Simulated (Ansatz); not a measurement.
## GaSe$_{2}$Br in Ansatz, relaxation

input.yaml:

```yaml
crystal:
  lattice:
    - [0.0, 6.26866, 0.0]
    - [6.26866, 0.0, 0.0]
    - [3.13433, 3.13433, -5.599552]
  atoms:
    - { symbol: Br, position: [0.0, 0.0, 0.0] }
    - { symbol: Br, position: [0.75, 0.25, 0.5] }
    - { symbol: Ga, position: [0.5, 0.5, 0.0] }
    - { symbol: Ga, position: [0.25, 0.75, 0.5] }
    - { symbol: Se, position: [0.375, 0.405, 0.75] }
    - { symbol: Se, position: [0.595, 0.125, 0.25] }
    - { symbol: Se, position: [0.875, 0.845, 0.75] }
    - { symbol: Se, position: [0.155, 0.625, 0.25] }
  symmetry: { tolerance: 0.0003 }
kpoints:
  mp_grid: { grid: [6, 6, 6], shift: [0, 0, 0] }
magnetization:
  spin_polarized: false
scf:
  occupations: { method: gaussian, width: 0.0188 }
  lower_state_search: "off"
hamiltonian:
  pseudopotentials: { kind: paw }
  xc: pbesol
basis:
  ecutwfc: 420
  fft_grid_basis: typed
relax:
  max_steps: 60
  cell: { p_target: 0.0 }
output:
  forces: true
  stress: true
  eigenvalues: true
  bader: true
  populations: true
  elf: true
  write_potential: true
  volumetric_format: npy
  dos:
    e_range: [-12, 8]
    de: 0.05
    projected: { site_lists: { Br: [Br], Ga: [Ga], Se: [Se] } }
  write_density: true
checkpoint:
  read: saved_state
```

Run with:

```bash
ansatz run input.yaml --threads 2 --pin off --max-ram 2560MiB --backend cpu --events-out ev --progress --plain --runs-dir out
```

Origin of the cell: a known structure type with other elements, at an estimated volume, so it need not be a known compound.

The saved state is a converged single point of the same cell.

Steps («new basis» is an SCF on plane waves selected anew at the same cell):

| step | ΔF (meV/atom) | max force component (eV/Å) | P (GPa) | volume (Å³) | SCF iterations | step was |
| --- | --- | --- | --- | --- | --- | --- |
| 1 | 0.0 | 1.371 | 2.60 | 220.04 | 6 | accepted |
| 2 | -104.2 | 0.243 | -0.68 | 234.95 | 9 | accepted |
| 3 | -124.9 | 0.113 | 0.14 | 228.51 | 7 | accepted |
| 4 | -139.2 | 0.062 | -0.25 | 225.33 | 7 | accepted |
| 5 | -147.4 | 0.010 | -0.23 | 219.02 | 8 | accepted |
| 6 | -150.4 | 0.002 | 0.00 | 211.52 | 7 | accepted |
| 7 | -150.4 | 0.000 | 0.00 | 211.88 | 8 | accepted |
| 8 | -150.9 | 0.000 | 0.04 | 211.88 | 8 | new basis |
| 9 | -151.0 | 0.000 | 0.00 | 211.61 | 6 | accepted |
| 10 | -151.0 | 0.000 | 0.00 | 211.61 | 5 | new basis |

Step 1, with forces in eV/Å:

```xyz
8
Lattice="0.000 6.269 0.000 6.269 0.000 0.000 3.134 3.134 -5.600" Properties=species:S:1:pos:R:3:forces:R:3 pbc="T T T" step=1
Br    0.000    0.000    0.000    0.000    0.000    0.000
Br    3.134    6.269   -2.800    0.000    0.000    0.000
Ga    3.134    3.134    0.000    0.000    0.000    0.000
Ga    6.269    3.134   -2.800    0.000    0.000    0.000
Se    4.890    4.701   -4.200    1.371    0.000    0.000
Se    1.567    4.513   -1.400    0.000   -1.371    0.000
Se    7.648    7.836   -4.200   -1.371    0.000    0.000
Se    4.701    1.755   -1.400    0.000    1.371    0.000
```

Step 2, with forces in eV/Å:

```xyz
8
Lattice="0.000 6.505 0.000 6.505 0.000 0.000 3.253 3.253 -5.552" Properties=species:S:1:pos:R:3:forces:R:3 pbc="T T T" step=2
Br    0.000    0.000    0.000    0.000    0.000    0.000
Br    3.253    6.505   -2.776    0.000    0.000    0.000
Ga    3.253    3.253    0.000    0.000    0.000    0.000
Ga    6.505    3.253   -2.776    0.000    0.000    0.000
Se    5.273    4.879   -4.164    0.243    0.000    0.000
Se    1.626    4.485   -1.388    0.000   -0.243    0.000
Se    7.737    8.131   -4.164   -0.243    0.000    0.000
Se    4.879    2.020   -1.388    0.000    0.243    0.000
```

Step 3, with forces in eV/Å:

```xyz
8
Lattice="0.000 6.582 0.000 6.582 0.000 0.000 3.291 3.291 -5.275" Properties=species:S:1:pos:R:3:forces:R:3 pbc="T T T" step=3
Br    0.000    0.000    0.000    0.000    0.000    0.000
Br    3.291    6.582   -2.638    0.000    0.000    0.000
Ga    3.291    3.291    0.000    0.000    0.000    0.000
Ga    6.582    3.291   -2.638    0.000    0.000    0.000
Se    5.384    4.936   -3.956   -0.113    0.000    0.000
Se    1.645    4.488   -1.319    0.000    0.113    0.000
Se    7.779    8.227   -3.956    0.113    0.000    0.000
Se    4.936    2.094   -1.319    0.000   -0.113    0.000
```

Step 4, with forces in eV/Å:

```xyz
8
Lattice="0.000 6.712 0.000 6.712 0.000 0.000 3.356 3.356 -5.002" Properties=species:S:1:pos:R:3:forces:R:3 pbc="T T T" step=4
Br    0.000    0.000    0.000    0.000    0.000    0.000
Br    3.356    6.712   -2.501    0.000    0.000    0.000
Ga    3.356    3.356    0.000    0.000    0.000    0.000
Ga    6.712    3.356   -2.501    0.000    0.000    0.000
Se    5.471    5.034   -3.751   -0.062    0.000    0.000
Se    1.678    4.596   -1.250    0.000    0.062    0.000
Se    7.952    8.390   -3.751    0.062    0.000    0.000
Se    5.034    2.116   -1.250    0.000   -0.062    0.000
```

Step 5, with forces in eV/Å:

```xyz
8
Lattice="0.000 6.805 0.000 6.805 0.000 0.000 3.403 3.403 -4.729" Properties=species:S:1:pos:R:3:forces:R:3 pbc="T T T" step=5
Br    0.000    0.000    0.000    0.000    0.000    0.000
Br    3.403    6.805   -2.365    0.000    0.000    0.000
Ga    3.403    3.403    0.000    0.000    0.000    0.000
Ga    6.805    3.403   -2.365    0.000    0.000    0.000
Se    5.526    5.104   -3.547    0.010    0.000    0.000
Se    1.701    4.682   -1.182    0.000   -0.010    0.000
Se    8.085    8.507   -3.547   -0.010    0.000    0.000
Se    5.104    2.123   -1.182    0.000    0.010    0.000
```

Step 10, with forces in eV/Å:

```xyz
8
Lattice="0.000 6.894 0.000 6.894 0.000 0.000 3.447 3.447 -4.452" Properties=species:S:1:pos:R:3:forces:R:3 pbc="T T T" step=10
Br    0.000    0.000    0.000    0.000    0.000    0.000
Br    3.447    6.894   -2.226    0.000    0.000    0.000
Ga    3.447    3.447    0.000    0.000    0.000    0.000
Ga    6.894    3.447   -2.226    0.000    0.000    0.000
Se    5.590    5.171   -3.339    0.000    0.000    0.000
Se    1.724    4.751   -1.113    0.000    0.000    0.000
Se    8.198    8.618   -3.339    0.000    0.000    0.000
Se    5.171    2.143   -1.113    0.000    0.000    0.000
```

```yaml
Free_energy_lowered_by: 151.0 meV/atom
Volume_change: -3.83 %
Final_pressure: 0.00 GPa
Relaxation_steps_listed: 10
```

Caveats: the relaxation held the start's symmetry, so the end may be a saddle point.

It ran for 5.8 min on 2 threads of Arm Neoverse V1, with other jobs on the host, peak memory 0.71 GiB, from a saved density.
